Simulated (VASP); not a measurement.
Wanted: the native input for a VASP 6.6.1 run.

- Task: relaxation of cell and atoms
- Functional: LDA
- Potentials or basis: VASP PAW LDA potentials, release 64 (La, O)
- Cutoff: 600 eV
- k mesh: 8 × 8 × 4
- Occupations: gaussian, width 0.02 eV
- Spin: no spin polarisation
- Ladder: gaps
- Further INCAR settings: ALGO = Normal; EDIFF = 1e-06; IBRION = 2; EDIFFG = -0.005; NSW = 60; ISIF = 3

The structure of La2O3 lies in POSCAR:

```
La2O3
1.0
    3.9307778780      0.0000000000      0.0000000000
   -1.9653889390      3.4041534990      0.0000000000
    0.0000000000      0.0000000000      6.1119535200
La O
2 3
Direct
    0.3333333333      0.6666666667      0.2462356800
    0.6666666667      0.3333333333      0.7537643200
    0.0000000000      0.0000000000      0.0000000000
    0.3333333333      0.6666666667      0.6458906500
    0.6666666667      0.3333333333      0.3541093500
```

The cell is a database's computed one.

One way to write it, as run:

INCAR

```
  PREC = Accurate
  ENCUT = 600
  EDIFF = 1E-6
  ISMEAR = 0
  SIGMA = 0.02
  LREAL = False
  LASPH = True
  NELM = 60
  ALGO = Normal
  ISIF = 3
  LWAVE = False
  LCHARG = False
  IBRION = 2
  NSW = 60
  EDIFFG = -0.005
  KPAR = 2
```

KPOINTS

```
Automatic mesh
0
Gamma
  8 8 4
```

Potentials or basis: VASP PAW LDA potentials, release 64 (La, O).

Command:

```bash
$ cat potpaw_LDA.64/La/POTCAR potpaw_LDA.64/O/POTCAR > POTCAR
$ mpirun -np 2 vasp_std > vasp.out
```

Results of the run:

- Relaxed volume: 15.51 Å³/atom
- Relaxed cell: a = 3.882 Å, b = 3.882 Å, c = 5.942 Å, α = 90.00°, β = 90.00°, γ = 120.00°
- Space group after relaxing (to 0.05 Å): P-3m1 (No. 164)
- Energy gained by relaxing: 17.1 meV/atom
- Ionic steps: 16
- Pressure after relaxing: 0.0 GPa
- Band gap on the k mesh: 3.77 eV, indirect (least direct gap 3.91 eV)

Caveat: spin-orbit coupling is left out, which moves the levels of the heavy elements.

It took 5.7 min on 2 MPI ranks on Intel(R) Xeon(R) Platinum 8488C (Sapphire Rapids) (shared host), peak memory 0.23 GiB a rank.
